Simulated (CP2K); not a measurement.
**AlNi under changes of volume**

One of the cells (11.736 Å³/atom); the others are scaled copies at fixed shape and fractional positions:

```xyz
2
Lattice="2.7520 0.0000 0.0000 -0.0205 2.7519 0.0000 0.0000 0.0000 3.0994" Properties=species:S:1:pos:R:3 pbc="T T T"
Ni    1.3657    1.3760    1.5497
Al    0.0000    0.0000    0.0000
```

The cell comes from a database or a generator and needn't be the stable form of this composition.

* Program: CP2K 2026.2
* Functional: PBEsol
* Potentials or basis: GTH_POTENTIALS Ni GTH-PBE-q18; POTENTIAL_UZH Al GTH-PBE-q3; TZVP-MOLOPT-SR-GTH, TZVP-MOLOPT-PBE-GTH basis
* Density cutoff: 8163 eV
* k mesh: 10 × 10 × 9
* Occupations: fermi-dirac, width 0.05 eV
* Spin: collinear spin, ferromagnetic start
* Starting moments: [1.0, 0.0] μB

```csv
volume (Å³/atom),energy over the lowest point (meV/atom),pressure (GPa)
11.032,35.53,14.5
11.267,17.35,9.9
11.502,5.98,5.7
11.736,?,?
11.971,0.00,-1.4
12.206,3.92,-4.3
12.441,12.31,-7.1
```

Question: What does the run at 11.736 Å³/atom give?

Answer: Energy over the lowest point 0.39 meV/atom; pressure 2.0 GPa.

Worked out: A Birch-Murnaghan fit of order 3 (a polynomial in V^(-2/3)) to the other rows has its minimum at 11.87 Å³/atom with B0 = V·E''(V) = 166 GPa and B' = 5.2 at fixed shape and positions, which overstates the stiffness. It gives 0.35 meV/atom at 11.736 Å³/atom, against the run's 0.39, and -dE/dV = 2.0 GPa, against 2.0.

Energies are extrapolated to zero smearing.

Caveats: the potentials were made for another functional, which shifts forces and pressure; the basis of atomic orbitals isn't converged, which shifts pressures, moduli and gaps; the total moment is fixed, so each spin has its own Fermi level.
